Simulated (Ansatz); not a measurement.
An input for Ansatz 0.2.0 (GaN (P6_3mc)):

```yaml
crystal:
  lattice:
    - [3.19, 0.0, 0.0]
    - [-1.595, 2.7626210381, 0.0]
    - [0.0, 0.0, 5.189]
  atoms:
    - { symbol: Ga, position: [0.6666666667, 0.3333333333, 0.0] }
    - { symbol: Ga, position: [0.3333333333, 0.6666666667, 0.5] }
    - { symbol: "N", position: [0.6666666667, 0.3333333333, 0.375] }
    - { symbol: "N", position: [0.3333333333, 0.6666666667, 0.875] }
kpoints:
  mp_grid: { grid: [6, 6, 4] }
hamiltonian:
  xc: pbe
scf:
  occupations: { method: fixed }
gw:
  n_empty_bands: 136
  ecut_chi: 120
  qp_bands: [v2, c2]
  qp_kpoints: band_edges
  screening: { model: contour_deformation }
```

The database entry behind the starting cell has ideal inner coordinates that were not refined, so it need not match the best structure at ambient conditions.

```sh
ansatz run input.yaml --threads 3 --pin off --max-ram 92160MiB --backend cuda --events-out ev --progress --plain --runs-dir out --devices 1 --max-vram 13GiB  # rebuilt from the run's record
```

How long will it take on 1 × NVIDIA H100 80GB HBM3 (shared by 6 runs) with 3 threads of AMD EPYC 7R13 (Zen 3), shared host, and how much memory?

It took 16 s; on shared hardware allow 7.9 s to 31 s. Peak host memory was 1.2 GiB. The sizes that set the cost: 917 plane waves a state, 21 irreducible k points, 154 bands summed, 135 plane waves in the screening and 6 SCF cycles.

The screening grows as filled bands × empty bands × pairs of k points, times the square of the screening basis for the matrix.

[Paths, hosts, dates, memory and timing lines, banners, echoed tables and standing remarks are left out of the program output.]

[Logs are printed without paths, hosts, clocks, repeated set-up lines and the standing remarks that a program may print on its own settings, such as how far it seeks lower states.]

[Runs of the session that timed out or met a known fault of the program may be left out.]

[Cells called generated may have been cut or substituted from an entry of the Crystallography Open Database or the Materials Project.]

[Hosts, paths, dates, database ids (printed as entryN), source tags and the programs' standing remarks are cut or masked in the printed files.]
